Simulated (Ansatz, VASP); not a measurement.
Given: the input of a run of VASP 6.6.1 on PbSe (Clausthalite). 

File INCAR:

```
SYSTEM = PbSe
ALGO = Normal
EDIFF = 1E-6
ENCUT = 520
GGA = PE
ISIF = 2
ISMEAR = 0
LASPH = .True.
LCHARG = .True.
LELF = .True.
LREAL = .False.
LVHAR = .True.
LWAVE = .False.
NBANDS = 17
NELM = 60
PREC = Accurate
SIGMA = 0.023
```

The input KPOINTS:

```
k-points
0
Gamma
  8 8 8
  0 0 0
```

File POSCAR:

```
PbSe
1.0
    0.0000000000      3.0606500000      3.0606500000
    3.0606500000      0.0000000000      3.0606500000
    3.0606500000      3.0606500000      0.0000000000
Pb Se
1 1
Direct
    0.0000000000      0.0000000000      0.0000000000
    0.5000000000      0.5000000000      0.5000000000
```

Potentials or basis: VASP PAW PBE potentials, release 64 (Pb_d, Se).

Run with:

```bash
$ cat potpaw_PBE.64/Pb_d/POTCAR potpaw_PBE.64/Se/POTCAR > POTCAR
$ mpirun -np 1 vasp_std > vasp.out
```

Set up the same calculation for Ansatz 0.2.0. Potentials or basis there: all-electron LAPW, scalar-relativistic.

As run (cutoffs and basis follow the program's own potentials, and thresholds, step limits or extra output files can differ):

The input input.yaml:

```yaml
crystal:
  lattice:
    - [0.0, 3.06065, 3.06065]
    - [3.06065, 0.0, 3.06065]
    - [3.06065, 3.06065, 0.0]
  atoms:
    - { symbol: Pb, position: [0.0, 0.0, 0.0] }
    - { symbol: Se, position: [0.5, 0.5, 0.5] }
kpoints:
  mp_grid: { grid: [8, 8, 8] }
scf:
  occupations: { method: gaussian, width: 0.023 }
hamiltonian:
  xc: pbe
  pseudopotentials: { kind: all_electron, lapw: { basis_error: 0.001 } }
output:
  forces: true
  stress: true
  eigenvalues: true
```

Potentials or basis: all-electron LAPW, scalar-relativistic.

The run is started by

```console
$ ansatz run input.yaml --threads 1 --pin off --max-ram 3072MiB --backend cpu --events-out ev --progress --plain --runs-dir out
```

Both were run:

|  | VASP | Ansatz |
| --- | --- | --- |
| Pressure | 2.4 GPa | 2.4 GPa |

Where Ansatz's input types no cutoff or centring, it takes its own default and a Γ-centred mesh.

Pressure is positive in compression.
